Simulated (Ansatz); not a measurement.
**The 1T-CrO2 bilayer (AA) between two gates**

How do the bands of the 1T-CrO2 bilayer (AA) follow a displacement field between two gates?

Method: plane-wave DFT, PBE-D3(BJ), Ansatz PAW, in Ansatz 0.2.0.

### Step 1. Starting point

The cell holds 6 atoms: 4 O and 2 Cr. Cell: a = 2.784 Å, b = 2.784 Å, c = 45.381 Å, α = 90.0°, β = 90.0°, γ = 120.0°. Regions: layer 1: 1T-CrO2, 3 atoms (2 O and 1 Cr); layer 2: 1T-CrO2, 3 atoms (2 O and 1 Cr). Vacuum lies along c.

### Step 2. Relaxing the slab

The starting cell is a guess, so the in-plane lattice and the atoms are relaxed first, with the slab cut off from its images along the normal.

Contents of input.yaml:

```yaml
crystal:
  lattice:
    - [2.783753, 0.0, 0.0]
    - [-1.3918765, 2.4108008159, 0.0]
    - [0.0, 0.0, 45.3814341717]
  atoms:
    - { symbol: O, position: [0.6666666667, 0.3333333333, 0.4208769588] }
    - { symbol: Cr, position: [0.0, 0.0, 0.4444627833], spin: 3.0 }
    - { symbol: O, position: [0.3333333333, 0.6666666667, 0.4680486079] }
    - { symbol: O, position: [0.6666666667, 0.3333333333, 0.5319513921] }
    - { symbol: Cr, position: [0.0, 0.0, 0.5555372167], spin: 3.0 }
    - { symbol: O, position: [0.3333333333, 0.6666666667, 0.5791230412] }
  periodic: [true, true, false]
magnetization:
  spin_polarized: true
kpoints:
  mp_grid: { grid: [12, 12, 1] }
hamiltonian:
  xc: pbe
  dispersion: d3bj
scf:
  occupations: { method: fermi_dirac, width: 0.05 }
  convergence: { dr2_threshold: 1.0e-09 }
relax:
  f_tol: 0.004
  max_steps: 90
  cell: {}
output:
  write_potential: true
  write_density: true
  volumetric_format: npy
```

Command:

```sh
ansatz run input.yaml --threads 4 --pin off --max-ram 6144MiB --backend cpu --events-out ev --progress --plain --runs-dir out
```

Numbers of over 12 decimals in the logs are rounded to 6 here.

The program printed:

```text
Warning: relax.cell: scf.convergence.dr2_threshold = 1e-9 eV is looser than the 2.03250875679e-10 eV advised for a relaxation that steers and ends on the stress (1e-10 eV for each atom of the cell: 6, times the square of relax.cell.stress_2d_tol = 0.05 N/m over 17.2 Å (the atoms' height at the walk's start and 5 Å past either face), 2.910e-2 GPa, over a crystal's default 0.05). What an SCF threshold leaves in a stress goes as its square root, and in the free energy as the threshold itself, and one threshold admits the most on a small cell: [figures from the program's tests cut] Set scf.convergence.dr2_threshold to 2.03250875679e-10 eV or tighter. [rest of the remark cut]
Engine: ansatz 0.2.0, x86_64-unknown-linux-gnu
Pseudopotentials: kind: paw
Pseudopotential: O, paw, valence charge 6, recommended cutoff 420 eV (normal), O.paw.azcp
Pseudopotential: Cr, paw, valence charge 14, recommended cutoff 420 eV (normal), Cr.paw.azcp
Functional definition: PBE
  parameter kappa = 0.804
  parameter beta = 0.066725
  exchange = pbe_x(kappa = kappa, mu = beta*pi^2/3)
  correlation = pbe_c(beta = beta)
Crystal: 6 atoms, lattice volume = 304.558 Å³
Basis set: ecut = 420 eV, 6007 PW (Γ), exchange–correlation on 40×40×640 points (8 copies of the dense FFT grid, shifted against one another)
Bands: 35, of which v1, the nominal top of the filled ones, is band 26 counted from 1 (25 counted from 0)
Symmetry: 12 space group operations
Space group: P-3m1 (ITA 164), of the structure as read, at distance tolerance 6.7e-5 Å
Magnetic group: BNS 164.85 (UNI 1315), of the structure as read, at distance tolerance 6.7e-5 Å
k-points: 19 of 144
Non-local potential: O, projectors of the file, l = 0: 2, l = 1: 2, l = 2: 1
Non-local potential: Cr, projectors of the file, l = 0: 3, l = 1: 2, l = 2: 3, l = 3: 1
PAW form: soft (Blöchl's): semilocal exchange-correlation on the pseudo side does not see the compensation charge
PAW one-centre angular grid: O, 110 points (default); XC on 64 Gauss nodes
PAW one-centre angular grid: Cr, 590 points (default); XC on 64 Gauss nodes
Initial density: superposition of atomic densities (neutral atoms: chi_scale 0, normalization atom)
Starting moments: Σ|m| = 6 μB on 2 of 6 sites
Initial wavefunctions: pseudopotential atomic-orbital guess
Functional: x = pbe(κ = 0.804, μ = 0.219515), c = pbe(β = 0.066725)
SCF iter   1: F=—  HF=-9035.615531 eV  |F-HF|=—  |Δ(HF+E_count)|=         —  Δρ=7.64e-2 (↑7.64e-2 ↓5.36e-2)  dr2=5.23e1  dr2_m=1.10e0  M=4.000 μB ∫|m|=4.256 μB  β_m=0.30  ethr=3.10e-3  ⟨swp⟩=13.2  Hψ=9114  notcnv=0  defer=4
Mixer restart at iter 1: flushing history
preconditioner: auto → LDOS  [metal: Δε(μ)=0.013 eV  Ē_g=12.519 eV  σ=0.050 eV  W_gap=0.06  n_scr=28 (ndim 8)  ℏωp=12.8 eV  f_vac=0.771  D(μ)=5.01/eV (n_scr^D=24)]
spin=Collinear: LDOS preconditioning applied to the charge; magnetization (m = ρ↑ − ρ↓) channel mixes plain (no charge-response kernel on spin).
SCF iter   2: F=—  HF=-9029.663095 eV  |F-HF|=—  |Δ(HF+E_count)|=    5.95e0  Δρ=4.87e-2 (↑4.87e-2 ↓3.79e-2)  dr2=2.47e1  dr2_m=3.67e-1  M=4.000 μB ∫|m|=4.318 μB  β_m=0.58  ethr=3.10e-3  ⟨swp⟩=4.4  Hψ=3923  notcnv=0  defer=54
SCF iter   3: F=—  HF=-9026.123045 eV  |F-HF|=—  |Δ(HF+E_count)|=    3.54e0  Δρ=7.32e-3 (↑7.32e-3 ↓6.29e-3)  dr2=1.56e-1  dr2_m=2.04e-2  M=4.000 μB ∫|m|=4.322 μB  β_m=0.66  ethr=3.10e-3  ⟨swp⟩=4.6  Hψ=3919  notcnv=0  defer=54
SCF iter   4: F=—  HF=-9026.211065 eV  |F-HF|=—  |Δ(HF+E_count)|=         —  Δρ=3.16e-3 (↑3.16e-3 ↓2.43e-3)  dr2=7.94e-2  dr2_m=3.57e-3  M=4.000 μB ∫|m|=4.228 μB  β_m=0.66  ethr=3.00e-4  ⟨swp⟩=3.9  Hψ=3872  notcnv=0  defer=38
SCF iter   5: F=—  HF=-9026.222871 eV  |F-HF|=—  |Δ(HF+E_count)|=   1.18e-2  Δρ=5.93e-4 (↑5.93e-4 ↓4.40e-4)  dr2=4.97e-4  dr2_m=4.80e-4  M=4.000 μB ∫|m|=4.226 μB  β_m=0.67  ethr=1.53e-4  ⟨swp⟩=3.6  Hψ=3175  notcnv=0  defer=38
SCF iter   6: F=—  HF=-9026.224853 eV  |F-HF|=—  |Δ(HF+E_count)|=   1.98e-3  Δρ=3.03e-4 (↑3.03e-4 ↓2.76e-4)  dr2=3.65e-4  dr2_m=1.44e-4  M=4.000 μB ∫|m|=4.216 μB  β_m=0.78  ethr=9.56e-7  ⟨swp⟩=4.0  Hψ=3612  notcnv=0  defer=38
SCF iter   7: F=—  HF=-9026.225216 eV  |F-HF|=—  |Δ(HF+E_count)|=   3.63e-4  Δρ=8.57e-5 (↑5.54e-5 ↓8.57e-5)  dr2=1.64e-5  dr2_m=1.07e-5  M=4.000 μB ∫|m|=4.210 μB  β_m=0.86  ethr=7.02e-7  ⟨swp⟩=3.2  Hψ=2810  notcnv=0  defer=38
SCF iter   8: F=—  HF=-9026.225230 eV  |F-HF|=—  |Δ(HF+E_count)|=   1.38e-5  Δρ=2.92e-5 (↑2.21e-5 ↓2.92e-5)  dr2=8.21e-7  dr2_m=1.72e-6  M=4.000 μB ∫|m|=4.207 μB  β_m=0.93  ethr=3.15e-8  ⟨swp⟩=3.8  Hψ=3110  notcnv=0  defer=38
SCF iter   9: F=—  HF=-9026.225231 eV  |F-HF|=—  |Δ(HF+E_count)|=   1.48e-6  Δρ=8.46e-6 (↑4.66e-6 ↓8.46e-6)  dr2=4.07e-7  dr2_m=5.56e-8  M=4.000 μB ∫|m|=4.206 μB  β_m=0.94  ethr=1.58e-9  ⟨swp⟩=3.2  Hψ=2741  notcnv=0  defer=38
SCF iter  10: F=—  HF=-9026.225231 eV  |F-HF|=—  |Δ(HF+E_count)|=   7.98e-8  Δρ=1.89e-6 (↑1.34e-6 ↓1.89e-6)  dr2=9.97e-9  dr2_m=4.93e-9  M=4.000 μB ∫|m|=4.206 μB  β_m=0.95  ethr=7.83e-10  ⟨swp⟩=3.0  Hψ=2378  notcnv=0  defer=38
SCF iter  11: F=—  HF=-9026.225231 eV  |F-HF|=—  |Δ(HF+E_count)|=   1.50e-8  Δρ=5.52e-7 (↑5.52e-7 ↓4.53e-7)  dr2=3.09e-9  dr2_m=1.04e-10  M=4.000 μB ∫|m|=4.206 μB  β_m=0.83  ethr=1.92e-11  ⟨swp⟩=3.4  Hψ=3171  notcnv=0  defer=38
SCF iter  12: F=-9026.225231 eV  HF=-9026.225231 eV  |F-HF|=6.17e-10  |Δ(HF+E_count)|=  4.53e-10  Δρ=1.57e-7 (↑1.57e-7 ↓6.41e-8)  dr2=5.04e-11  dr2_m=2.17e-11  M=4.000 μB ∫|m|=4.206 μB  ethr=1.92e-12  ⟨swp⟩=9.1  Hψ=10246  notcnv=0
SCF 1 converged in 12 iterations: F = -9026.225231 eV  dr2 = 5.04e-11
  greatest PAW one-centre occupation: 1.000 electrons in one spin orbital (limit 2), on the Cr atom at site 4 (counted from 0), in its partial waves of l = 0
relax step   1: F+E_penalty+E_count = -9026.22523130 eV  Δ(F+E_penalty+E_count) = +0.000e0 eV  max|allowed force component| = 1.296e0 eV/Å  Δτ_max = 0.0000 Å  P = +4.718 N/m  Ω = 304.558 Å³  fix = [c, alpha, beta]  reactions: c +0.000 N/m  (12 SCF iters, accepted)
Crystal: 6 atoms, lattice volume = 320.633 Å³
Basis set: ecut = 420 eV, 6319 PW (Γ), exchange–correlation on 40×40×640 points (8 copies of the dense FFT grid, shifted against one another)
Initial density: handed on by an earlier stage of this run
Starting moments: Σ|m| = 6 μB on 2 of 6 sites; this step starts from the density that it was given
Initial wavefunctions: those handed on with the density
iter 1 solved again at ethr=7.79e-4 eV; its pass at ethr=3.10e-3 eV (dr2=4.05e-1 eV) is discarded
[...]
relax step   8: F+E_penalty+E_count = -9026.61087806 eV  Δ(F+E_penalty+E_count) = +5.013e-4 eV  max|allowed force component| = 1.910e-3 eV/Å  Δτ_max = 0.0055 Å  P = +0.087 N/m  Ω = 326.165 Å³  energy of the carried Pulay correction = -1.670e-3 eV  fix = [c, alpha, beta]  reactions: c +0.000 N/m  (9 SCF iters, accepted)
[...]
relax step   9: F+E_penalty+E_count = -9026.61073976 eV  Δ(F+E_penalty+E_count) = +1.383e-4 eV  max|allowed force component| = 1.514e-4 eV/Å  Δτ_max = 0.0013 Å  P = +0.000 N/m  Ω = 326.304 Å³  energy of the carried Pulay correction = -1.816e-3 eV  fix = [c, alpha, beta]  reactions: c +0.000 N/m  (6 SCF iters, accepted)
iter 1 solved again at ethr=1.92e-7 eV; its pass at ethr=3.10e-3 eV (dr2=1.00e-4 eV) is discarded
SCF iter   1: F=—  HF=-9026.611249 eV  |F-HF|=—  |Δ(HF+E_count)|=         —  Δρ=3.10e-5 (↑3.10e-5 ↓2.30e-5)  dr2=4.04e-7  dr2_m=1.20e-7  M=4.000 μB ∫|m|=4.468 μB  β_m=0.65  ethr=1.92e-7  ⟨swp⟩=5.8  Hψ=14821  notcnv=0
preconditioner: auto → LDOS  [metal: Δε(μ)=0.041 eV  Ē_g=10.154 eV  σ=0.050 eV  W_gap=0.20  n_scr=26 (ndim 8)  ℏωp=12.3 eV  f_vac=0.795  D(μ)=3.34/eV (n_scr^D=18)]
spin=Collinear: LDOS preconditioning applied to the charge; magnetization (m = ρ↑ − ρ↓) channel mixes plain (no charge-response kernel on spin).
SCF iter   2: F=—  HF=-9026.612195 eV  |F-HF|=—  |Δ(HF+E_count)|=   9.46e-4  Δρ=1.08e-5 (↑1.08e-5 ↓7.92e-6)  dr2=6.15e-8  dr2_m=1.48e-8  M=4.000 μB ∫|m|=4.468 μB  β_m=0.58  ethr=7.77e-10  ⟨swp⟩=4.2  Hψ=3867  notcnv=0
SCF iter   3: F=—  HF=-9026.612449 eV  |F-HF|=—  |Δ(HF+E_count)|=   2.55e-4  Δρ=2.64e-6 (↑2.64e-6 ↓1.92e-6)  dr2=5.46e-9  dr2_m=9.83e-10  M=4.000 μB ∫|m|=4.468 μB  β_m=0.65  ethr=1.18e-10  ⟨swp⟩=4.3  Hψ=3393  notcnv=0
iter 4 met the thresholds in force, and the SCF goes on: an eigenvalue changes by 2.10 meV, over its tolerance of 0.05 meV (output.eigenvalues, Limitations)
SCF iter   4: F=-9026.612488 eV  HF=-9026.612487 eV  |F-HF|=3.75e-7  |Δ(HF+E_count)|=   3.80e-5  Δρ=1.80e-7 (↑1.80e-7 ↓1.30e-7)  dr2=1.78e-10  dr2_m=5.12e-12  M=4.000 μB ∫|m|=4.468 μB  β_m=0.70  ethr=1.92e-12  ⟨swp⟩=19.4  Hψ=11408  notcnv=0
SCF iter   5: F=-9026.612488 eV  HF=-9026.612488 eV  |F-HF|=6.90e-9  |Δ(HF+E_count)|=   3.68e-7  Δρ=4.78e-8 (↑4.78e-8 ↓3.66e-8)  dr2=1.68e-11  dr2_m=7.89e-13  M=4.000 μB ∫|m|=4.468 μB  ethr=1.00e-12  ⟨swp⟩=10.9  Hψ=8183  notcnv=0
SCF 10 converged in 5 iterations: F = -9026.612488 eV  dr2 = 1.68e-11
relax step  10: F+E_penalty+E_count = -9026.61248786 eV  Δ(F+E_penalty+E_count) = -1.748e-3 eV  max|allowed force component| = 1.818e-4 eV/Å  Δτ_max = 0.0000 Å  P = +0.018 N/m  Ω = 326.304 Å³  fix = [c, alpha, beta]  reactions: c +0.000 N/m  stress off target by 1.81e-2 N/m on what of the cell is left free  SCF on the basis re-selected at this cell (its energy is not comparable with the rows above)  (5 SCF iters)
basis re-selected at this cell: Δ(F+E_penalty+E_count) = -1.748e-3 eV, ΔP = +0.018 N/m vs the last step (what re-selecting the basis moved, of the pressure what is left beyond the Pulay correction that the steps carried, after the strain that the cell walked since its last selection, with what the two solves' SCF thresholds leave and, on support functions, any second-order correction that the steps lacked; it is no m [...]
WARN: The output density's exchange-correlation potential varies sharply where the density is thin. Do not read a vacuum level from v_tot or v_xc, or from such a field of the output density. On a cell that repeats whose density bears no net charge and no dipole along the vacuum's axis use v_es (v_loc + v_h of the components); under efield.dipole_correction with no amplitude use v_es + v_field, which holds any externa [...]
an SCF from antiferromagnetic starting moments (0.00, -3.00, 0.00, 0.00, 3.00, 0.00 Bohr magnetons, atom by atom) was not made, so that it is not known whether that order lies lower: the deck asks for what bars it, or types moments that do (magnetization.spin_polarized, in the input reference, names some of the keys), or the run goes by scf.lower_state_search: light, the default, which as a rule tries one only behind [...]
SCF converged after 5 iterations
an eigenvalue changed by more than its tolerance at an iteration that met the thresholds in force, so the SCF went on 1 time: the last check found none over its tolerance
Magnetization: 4.0000 μB (28.0000 up, 24.0000 down)
Absolute magnetization: 4.4684 μB (∫|ρ↑−ρ↓|, with the PAW one-centre terms)
Spin contamination: 0.0897 ħ² per cell (⟨S²⟩ above its minimum at these occupations)
Per-site moments (μB) at R_I (Å): [(-0.047956, 0.790840), (1.735212, 0.790479), (-0.051647, 0.790479), (-0.051647, 0.790479), (1.735212, 0.790479), (-0.047956, 0.790840)]
Free energy (F): -9026.612488 eV
Harris-Foulkes:  -9026.612488 eV  (|F-HF|=6.90e-9)
Internal energy: -9026.584475 eV  (E = F + TS)
E sigma→0 (E₀):  -9026.598481 eV
Entropy (-TS):   -0.028013 eV (-4.669 meV/atom)
Fermi energy:    -7.011270 eV
--- Per-component energies (eV) ---
  E_band       = -1422.883985
  E_kinetic    = 1376.648799
  E_local      = -297705.991191  (includes V_loc(G=0)·N_el)
  E_nonlocal   = 346.788226
  E_hartree    = 147950.161710
  E_xc         = -571.707397
  E_vxc        = -729.168467  (∫ρ·V_xc dr)
  E_paw        = -3017.055751  (= ΣΔE_a)
  E_vpaw       = -611.496746  (= ΣTr[D̂ρ^β])
  E_aug_tail   = 0.010781  (compensation charges beyond the density's cutoff)
  E_ewald      = 142595.344030
  E_disp       = -0.783681  (pairwise vdW)
  E_smearing   = -0.028013  (= −TS)
  E_closure    = 0.000000  (closes the sum)
  Σ components = -9026.612488   (vs F -9026.612488, Δ=0.00e0)
--- Forces (eV/Å), atoms counted from 1 ---
  atom   1  O      0.00000000     0.00000000    -0.00018176
  atom   2  Cr    -0.00000000    -0.00000000     0.00015837
  atom   3  O     -0.00000000    -0.00000000    -0.00005138
  atom   4  O      0.00000000     0.00000000     0.00005138
  atom   5  Cr    -0.00000000     0.00000000    -0.00015837
  atom   6  O     -0.00000000    -0.00000000     0.00018176
  max |Σ_I F_I| component: 2.76e-17 eV/Å
--- 2D stress c σ (N/m, compression-positive) ---
        0.018144      -0.000000      -0.000000
        0.000000       0.018144      -0.000000
       -0.000000      -0.000000       0.000000
  P = ½ c Tr σ = 0.0181 N/m
--- Band table (eV; the first three rows and the last of 38) ---
  k-point 0 ↑: bands = [... 22 lower, -8.6681, -8.6681, -8.3200, -8.3200, -8.3151, -8.3151, -6.3440, -6.2269, ... 5 higher]
  k-point 1 ↑: bands = [... 22 lower, -9.1227, -8.6431, -7.9786, -7.9367, -7.8925, -7.8852, -6.3509, -6.2233, ... 5 higher]
  k-point 2 ↑: bands = [... 22 lower, -8.8435, -8.4956, -7.7201, -7.6310, -7.4542, -7.4471, -6.4130, -6.2796, ... 5 higher]
  k-point 18 ↓: bands = [... 22 lower, -10.0626, -9.8949, -5.7380, -5.6859, -4.7528, -4.7528, -4.7415, -4.7415, ... 5 higher]
  the weakly bound empty levels are not read free of the cell's end (no_gap_told)
--- Relaxed structure (8 steps of the walk, 8 accepted, 2 SCFs on fresh bases) ---
  F+E_penalty+E_count = -9026.61248786 eV   max|allowed force component| = 1.818e-4 eV/Å   (the final SCF, on the basis selected at the relaxed cell)
  cell:  # Å, volume = 326.3039 Å³
    - [2.881421, 0.0, 0]
    - [-1.440710, 2.495384, 0]
    - [0, 0, 45.3814341717]
  atoms:
    - { symbol: O, position: [0.666667, 0.333333, 0.428986] }
    - { symbol: Cr, position: [1.9232259263864824e-18, 3.846451852772962e-18, 0.449984] }
    - { symbol: O, position: [0.333333, 0.666667, 0.470944] }
    - { symbol: O, position: [0.666667, 0.333333, 0.529056] }
    - { symbol: Cr, position: [-1.923225926386486e-18, -3.846451852772963e-18, 0.550016] }
    - { symbol: O, position: [0.333333, 0.666667, 0.571014] }
```

The job ended after 39 s (4 threads of Intel Xeon 6975P-C (Granite Rapids), shared host; peak memory 0.99 GiB; 2.5 min of CPU time).

Step by step:

```csv
step,energy less that of the first step (eV),largest force component (eV/Å),volume (Å³)
1,0.0000,1.2961,304.56
2,-0.3180,0.4863,320.63
3,-0.3512,0.0815,325.07
4,-0.3522,0.0195,324.77
5,-0.3533,0.0242,323.92
6,-0.3529,0.0010,324.55
7*,-0.3861,0.0021,324.55
8,-0.3856,0.0019,326.16
9,-0.3855,0.0002,326.30
10*,-0.3873,0.0002,326.30
```

Relaxation steps marked * repeat the geometry before them on a plane-wave basis chosen anew for their cell, so energy and pressure can jump there.

Forces are held to the 12 operations that the run works with; a distortion that breaks them can't arise in this run.

```csv
cell as run,before,after,change
a (Å),2.784,2.881,+3.5 %
b (Å),2.784,2.881,+3.5 %
```

The atoms that moved most (Å, along periodic axes as changes of fractional coordinates times the final cell, across vacuum about the mean position):

```csv
atom,dx,dy,dz,length
O1,0.000,0.000,0.368,0.368
O6,0.000,0.000,-0.368,0.368
Cr2,0.000,0.000,0.251,0.251
Cr5,0.000,0.000,-0.251,0.251
O4,0.000,0.000,-0.131,0.131
O3,0.000,0.000,0.131,0.131
```

The relaxed structure:

```cif
data_structure
_symmetry_space_group_name_H-M 'P 1'
_symmetry_Int_Tables_number 1
_cell_length_a 2.8814
_cell_length_b 2.8814
_cell_length_c 45.3814
_cell_angle_alpha 90.000
_cell_angle_beta 90.000
_cell_angle_gamma 120.000
_cell_volume 326.30
loop_
_atom_site_label
_atom_site_type_symbol
_atom_site_fract_x
_atom_site_fract_y
_atom_site_fract_z
_atom_site_occupancy
O1 O 0.66667 0.33333 0.42899 1
Cr2 Cr 0.00000 0.00000 0.44998 1
O3 O 0.33333 0.66667 0.47094 1
O4 O 0.66667 0.33333 0.52906 1
Cr5 Cr 0.00000 0.00000 0.55002 1
O6 O 0.33333 0.66667 0.57101 1
```

This step gave:

| Property | Result |
| --- | --- |
| energy at zero smearing | -9026.5985 eV |
| total moment | 4.000 μB |
| site moments | -0.04796, 1.735, -0.05165, -0.05165, 1.735, -0.04796 μB |

Site moment by atom:

```csv
atom,site moment (μB)
O1,-0.05
Cr2,1.74
O3,-0.05
O4,-0.05
Cr5,1.74
O6,-0.05
```

The lattice constant a goes from 2.784 to 2.881 Å.

(Part 1 of 3 ends here.)

[Logs are printed without paths, hosts, clocks, repeated set-up lines and the standing remarks that a program may print on its own settings, such as how far it seeks lower states.]

[Hosts, paths, dates, database ids (printed as entryN), source tags and the programs' standing remarks are cut or masked in the printed files.]

[Maps of the electrostatic potential energy from Ansatz leave out the sawtooth potential of an applied field or a dipole correction, so their vacuum need not be flat; planar profiles and work functions include it.]
